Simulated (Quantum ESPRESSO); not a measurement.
# Ga (C2/c) in Quantum ESPRESSO: notebook

The runs below take Ga through band structure, single point, equation of state, with PBEsol, r2SCAN.

Program: Quantum ESPRESSO 7.5. These are calculated values, not measurements. Logs are shortened: lines on timing, memory, paths and dates and some standing lists are left out, and cuts for length are marked.

### 1 Starting point

The structure is monoclinic, space group C2/c (No. 15). The conventional cell has a = 2.766 Å, b = 8.053 Å, c = 3.332 Å, α = 90.00°, β = 92.02°, γ = 90.00°. Around Ga (site symmetry 2) lie 8 Ga at 2.69 to 2.92 Å.

This isn't the form of Ga at room conditions, which is orthorhombic.

### 2 Band structure, PBEsol

The input, pw.in:

```
&CONTROL
  calculation = 'scf'
  prefix = 'pwscf'
  outdir = './tmp'
  pseudo_dir = './pseudo'
  tprnfor = .true.
  tstress = .true.
  disk_io = 'low'
/
&SYSTEM
  ibrav = 0
  celldm(1) = 8
  nat = 2
  ntyp = 1
  ecutwfc = 56
  ecutrho = 448
  nbnd = 27
  occupations = 'smearing'
  smearing = 'fd'
  degauss = 0.00367493
/
&ELECTRONS
  conv_thr = 4d-10
  electron_maxstep = 120
  mixing_beta = 0.5
/
ATOMIC_SPECIES
Ga    69.7230 ga_pbesol_v1.4.uspp.F.UPF
CELL_PARAMETERS alat
  0.3266864037947  -0.9511227801007   0.0000000000000
  0.3266864037947   0.9511227801007   0.0000000000000
 -0.0277429498994   0.0000000000000   0.7865818323690
ATOMIC_POSITIONS crystal
Ga     0.1310000000    0.8690000000    0.7500000000
Ga     0.8690000000    0.1310000000    0.2500000000
K_POINTS automatic
10 10 8 0 0 0
```

The input, bands.in:

```
&CONTROL
  calculation = 'bands'
  prefix = 'pwscf'
  outdir = './tmp'
  pseudo_dir = './pseudo'
  disk_io = 'low'
  verbosity = 'high'
/
&SYSTEM
  ibrav = 0
  celldm(1) = 8
  nat = 2
  ntyp = 1
  ecutwfc = 56
  ecutrho = 448
  nbnd = 27
  occupations = 'smearing'
  smearing = 'fd'
  degauss = 0.00367493
/
&ELECTRONS
  conv_thr = 1d-08
  electron_maxstep = 120
  mixing_beta = 0.5
  diago_full_acc = .true.
  startingwfc = 'random'
/
ATOMIC_SPECIES
Ga    69.7230 ga_pbesol_v1.4.uspp.F.UPF
CELL_PARAMETERS alat
  0.3266864037947  -0.9511227801007   0.0000000000000
  0.3266864037947   0.9511227801007   0.0000000000000
 -0.0277429498994   0.0000000000000   0.7865818323690
ATOMIC_POSITIONS crystal
Ga     0.1310000000    0.8690000000    0.7500000000
Ga     0.8690000000    0.1310000000    0.2500000000
K_POINTS crystal
60
 0.0000000000  0.0000000000  0.0000000000 1
-0.0465822800 -0.0465822800  0.0004174450 1
-0.0931645600 -0.0931645600  0.0008348900 1
-0.1397468399 -0.1397468399  0.0012523351 1
-0.1863291199 -0.1863291199  0.0016697801 1
-0.2329113999 -0.2329113999  0.0020872251 1
-0.2794936799 -0.2794936799  0.0025046701 1
-0.2812470044 -0.2812470044  0.1223459248 1
-0.2830003289 -0.2830003289  0.2421871794 1
-0.2847536533 -0.2847536533  0.3620284340 1
-0.2865069778 -0.2865069778  0.4818696886 1
-0.2724803819 -0.2724803819  0.5231396517 1
-0.2270669849 -0.2270669849  0.5192830430 1
-0.1816535879 -0.1816535879  0.5154264344 1
-0.1362401910 -0.1362401910  0.5115698258 1
-0.0908267940 -0.0908267940  0.5077132172 1
-0.0454133970 -0.0454133970  0.5038566086 1
 0.0000000000  0.0000000000  0.5000000000 1
-0.1250000000  0.1250000000  0.5000000000 1
-0.2500000000  0.2500000000  0.5000000000 1
-0.3750000000  0.3750000000  0.5000000000 1
-0.5000000000  0.5000000000  0.5000000000 1
-0.5426986044  0.4573013956  0.5036260623 1
-0.5853972089  0.4146027911  0.5072521245 1
-0.6280958133  0.3719041867  0.5108781868 1
-0.6707944177  0.3292055823  0.5145042491 1
-0.7134930222  0.2865069778  0.5181303114 1
-0.7275196181  0.2724803819  0.4768603483 1
-0.7261169585  0.2738830415  0.3809873446 1
-0.7247142989  0.2752857011  0.2851143409 1
-0.7233116393  0.2766883607  0.1892413373 1
-0.7219089797  0.2780910203  0.0933683336 1
-0.7205063201  0.2794936799 -0.0025046701 1
-0.6764050561  0.3235949439 -0.0020037361 1
-0.6323037921  0.3676962079 -0.0015028021 1
-0.5882025281  0.4117974719 -0.0010018681 1
-0.5441012640  0.4558987360 -0.0005009340 1
-0.5000000000  0.5000000000  0.0000000000 1
-0.3750000000  0.3750000000  0.0000000000 1
-0.2500000000  0.2500000000  0.0000000000 1
-0.1250000000  0.1250000000  0.0000000000 1
 0.0000000000  0.0000000000  0.0000000000 1
-0.0714285714  0.0000000000  0.0000000000 1
-0.1428571429  0.0000000000  0.0000000000 1
-0.2142857143  0.0000000000  0.0000000000 1
-0.2857142857  0.0000000000  0.0000000000 1
-0.3571428571  0.0000000000  0.0000000000 1
-0.4285714286  0.0000000000  0.0000000000 1
-0.5000000000  0.0000000000  0.0000000000 1
-0.5000000000  0.0000000000  0.5000000000 1
-0.4500000000  0.0000000000  0.4500000000 1
-0.4000000000  0.0000000000  0.4000000000 1
-0.3500000000  0.0000000000  0.3500000000 1
-0.3000000000  0.0000000000  0.3000000000 1
-0.2500000000  0.0000000000  0.2500000000 1
-0.2000000000  0.0000000000  0.2000000000 1
-0.1500000000  0.0000000000  0.1500000000 1
-0.1000000000  0.0000000000  0.1000000000 1
-0.0500000000  0.0000000000  0.0500000000 1
 0.0000000000  0.0000000000  0.0000000000 1
```

Potentials or basis: GBRV 1.5 PBEsol.

Started as:

```sh
$ OMP_NUM_THREADS=1 mpirun -n 2 pw.x -nk 2 -in pw.in > pw.out
$ OMP_NUM_THREADS=1 mpirun -n 2 pw.x -nk 2 -in bands.in > bands.out
```

pw.out:

```text
This program is part of the open-source Quantum ESPRESSO suite
     for quantum simulation of materials; please cite
[... 6 lines left out ...]
     using ibrav=0 with symmetry is DISCOURAGED, use correct ibrav instead

     K-points division:     npool     =       2
     Subspace diagonalization in iterative solution of the eigenvalue problem:
     a serial algorithm will be used

     G-vector sticks info
     --------------------
     sticks:   dense  smooth     PW     G-vecs:    dense   smooth      PW
     Sum        1419     709    251                40089    14163    2885

     Using Slab Decomposition

     bravais-lattice index     =            0
     lattice parameter (alat)  =       8.0000  a.u.
     unit-cell volume          =     250.2716 (a.u.)^3
     number of atoms/cell      =            2
     number of atomic types    =            1
     number of electrons       =        38.00
     number of Kohn-Sham states=           27
     kinetic-energy cutoff     =      56.0000  Ry
     charge density cutoff     =     448.0000  Ry
     scf convergence threshold =      4.0E-10
     mixing beta               =       0.5000
     number of iterations used =            8  plain     mixing
     Exchange-correlation= SLA  PW   PSX  PSC
                           (   1   4  10   8   0   0   0)

     celldm(1)=   8.000000  celldm(2)=   0.000000  celldm(3)=   0.000000
     celldm(4)=   0.000000  celldm(5)=   0.000000  celldm(6)=   0.000000

     crystal axes: (cart. coord. in units of alat)
               a(1) = (   0.326686  -0.951123   0.000000 )
               a(2) = (   0.326686   0.951123   0.000000 )
               a(3) = (  -0.027743   0.000000   0.786582 )

     reciprocal axes: (cart. coord. in units 2 pi/alat)
               b(1) = (  1.530520 -0.525694  0.053982 )
               b(2) = (  1.530520  0.525694  0.053982 )
               b(3) = ( -0.000000  0.000000  1.271324 )

     PseudoPot. # 1 for Ga read from file:
     ga_pbesol_v1.4.uspp.F.UPF
     Pseudo is Ultrasoft + core correction, Zval = 19.0
     Generated by new atomic code, or converted to UPF format
     Using radial grid of  871 points,  6 beta functions with:
                l(1) =   0
                l(2) =   0
                l(3) =   1
                l(4) =   1
                l(5) =   2
                l(6) =   2
     Q(r) pseudized with  8 coefficients,  rinner =    1.250   1.250   1.250
                                                       1.250   1.250

     atomic species   valence    mass     pseudopotential
     Ga               19.00    69.72300     Ga( 1.00)

      4 Sym. Ops., with inversion, found ( 2 have fractional translation)

   Cartesian axes

     site n.     atom                  positions (alat units)
         1        Ga     tau(   1) = (   0.3058792   0.7019286   0.5899364  )
         2        Ga     tau(   2) = (   0.3197507  -0.7019286   0.1966455  )

     number of k points=   227  Fermi-Dirac smearing, width (Ry)=  0.0037

     Number of k-points >= 100: set verbosity='high' to print them.

     Dense  grid:    40089 G-vectors     FFT dimensions: (  60,  60,  48)

     Smooth grid:    14163 G-vectors     FFT dimensions: (  40,  40,  30)

     Check: negative core charge=   -0.000001

     Initial potential from superposition of free atoms

     starting charge      36.0000, renormalised to      38.0000
     Starting wfcs are   24 randomized atomic wfcs +    3 random wfcs

     Self-consistent Calculation

     iteration #  1     ecut=    56.00 Ry     beta= 0.50
     Davidson diagonalization with overlap
     ethr =  1.00E-02,  avg # of iterations =  5.9

     total energy              =    -820.77481305 Ry
     estimated scf accuracy    <      18.80190228 Ry

     iteration #  2     ecut=    56.00 Ry     beta= 0.50
     Davidson diagonalization with overlap
     ethr =  1.00E-02,  avg # of iterations =  2.5

     total energy              =    -829.76954990 Ry
     estimated scf accuracy    <       4.68846940 Ry

     iteration #  3     ecut=    56.00 Ry     beta= 0.50
     Davidson diagonalization with overlap
     ethr =  1.00E-02,  avg # of iterations =  2.0

     total energy              =    -829.84452935 Ry
     estimated scf accuracy    <       0.55003563 Ry

     iteration #  4     ecut=    56.00 Ry     beta= 0.50
     Davidson diagonalization with overlap
     ethr =  1.45E-03,  avg # of iterations =  2.0

     total energy              =    -829.98463197 Ry
     estimated scf accuracy    <       0.00328736 Ry

     iteration #  5     ecut=    56.00 Ry     beta= 0.50
     Davidson diagonalization with overlap
     ethr =  8.65E-06,  avg # of iterations =  4.7

     total energy              =    -829.98569648 Ry
     estimated scf accuracy    <       0.00324294 Ry

     iteration #  6     ecut=    56.00 Ry     beta= 0.50
     Davidson diagonalization with overlap
     ethr =  8.53E-06,  avg # of iterations =  2.0

     total energy              =    -829.98616577 Ry
     estimated scf accuracy    <       0.00006987 Ry

     iteration #  7     ecut=    56.00 Ry     beta= 0.50
     Davidson diagonalization with overlap
     ethr =  1.84E-07,  avg # of iterations =  3.9

     total energy              =    -829.98620032 Ry
     estimated scf accuracy    <       0.00002241 Ry

     iteration #  8     ecut=    56.00 Ry     beta= 0.50
     Davidson diagonalization with overlap
     ethr =  5.90E-08,  avg # of iterations =  2.0

     total energy              =    -829.98620529 Ry
     estimated scf accuracy    <       0.00000002 Ry

     iteration #  9     ecut=    56.00 Ry     beta= 0.50
     Davidson diagonalization with overlap
     ethr =  4.88E-11,  avg # of iterations =  4.4

     total energy              =    -829.98620539 Ry
     estimated scf accuracy    <       0.00000003 Ry

     iteration # 10     ecut=    56.00 Ry     beta= 0.50
     Davidson diagonalization with overlap
     ethr =  4.88E-11,  avg # of iterations =  2.0

     total energy              =    -829.98620540 Ry
     estimated scf accuracy    <          1.3E-09 Ry

     iteration # 11     ecut=    56.00 Ry     beta= 0.50
     Davidson diagonalization with overlap
     ethr =  3.30E-12,  avg # of iterations =  2.9

     End of self-consistent calculation

     Number of k-points >= 100: set verbosity='high' to print the bands.

     the Fermi energy is    11.1712 ev

!    total energy              =    -829.98620540 Ry
     estimated scf accuracy    <          5.1E-11 Ry
     smearing contrib. (-TS)   =      -0.00042519 Ry
     internal energy E=F+TS    =    -829.98578021 Ry

     The total energy is F=E-TS. E is the sum of the following terms:
     one-electron contribution =    -673.03975240 Ry
     hartree contribution      =     351.93779494 Ry
     xc contribution           =     -95.94265077 Ry
     ewald contribution        =    -412.94117198 Ry

     convergence has been achieved in  11 iterations

     Forces acting on atoms (cartesian axes, Ry/au):

     atom    1 type  1   force =     0.00000000   -0.00758663   -0.00000000
     atom    2 type  1   force =    -0.00000000    0.00758663    0.00000000

     Total force =     0.010729     Total SCF correction =     0.000005

     Computing stress (Cartesian axis) and pressure

          total   stress  (Ry/bohr**3)                   (kbar)     P=      -19.45
  -0.00008845   0.00000000   0.00002861          -13.01        0.00        4.21
  -0.00000000  -0.00012212  -0.00000000           -0.00      -17.96       -0.00
   0.00002861   0.00000000  -0.00018615            4.21        0.00      -27.38

=------------------------------------------------------------------------------=
   JOB DONE.
=------------------------------------------------------------------------------=
```

It took 2.2 min on 2 MPI ranks of Arm Neoverse V2, shared host; peak memory 0.4 GiB.

Results:

| Property | Result |
| --- | --- |
| Free energy | -11292.5376 eV |
| Pressure | -1.9 GPa |
| Largest force | 0.195 eV/Å |
| Band gap on the k mesh | none (metal or under the smearing width) |

Forces on the atoms (eV/Å):
```
Ga   0.000 -0.195  0.000
Ga   0.000  0.195  0.000
```

Levels at the corners of the path, in eV from the Fermi level:
| point | band 17 | band 18 | band 19 | band 20 | band 21 | band 22 |
| --- | --- | --- | --- | --- | --- | --- |
| Γ | -11.23 | -2.08 | -1.62 | 1.63 | 5.42 | 9.69 |
| Y | -5.54 | -5.10 | -3.82 | 4.14 | 4.60 | 6.36 |
| F | -2.74 | -2.57 | -1.93 | -1.47 | -0.02 | 0.53 |
| H | -2.58 | -2.39 | -2.00 | -1.53 | 0.38 | 0.61 |
| Z | -7.78 | -7.78 | 1.70 | 1.70 | 2.44 | 2.44 |
| I | -6.00 | -6.00 | -4.39 | -4.39 | 10.86 | 10.86 |
| F1 | -2.74 | -2.57 | -1.93 | -1.47 | -0.02 | 0.53 |
| H1 | -2.58 | -2.39 | -2.00 | -1.53 | 0.38 | 0.61 |
| Y1 | -5.54 | -5.10 | -3.82 | 4.14 | 4.60 | 6.36 |
| X | -9.10 | -8.60 | 4.00 | 4.57 | 5.82 | 6.04 |
| Γ | -11.23 | -2.08 | -1.62 | 1.63 | 5.42 | 9.69 |
| N | -6.05 | -5.02 | -1.34 | 0.00 | 5.78 | 6.59 |
| M | -2.86 | -2.85 | -1.63 | -1.50 | 1.75 | 2.29 |
| Γ | -11.23 | -2.08 | -1.62 | 1.63 | 5.42 | 9.69 |

[end of part 1 of 2]
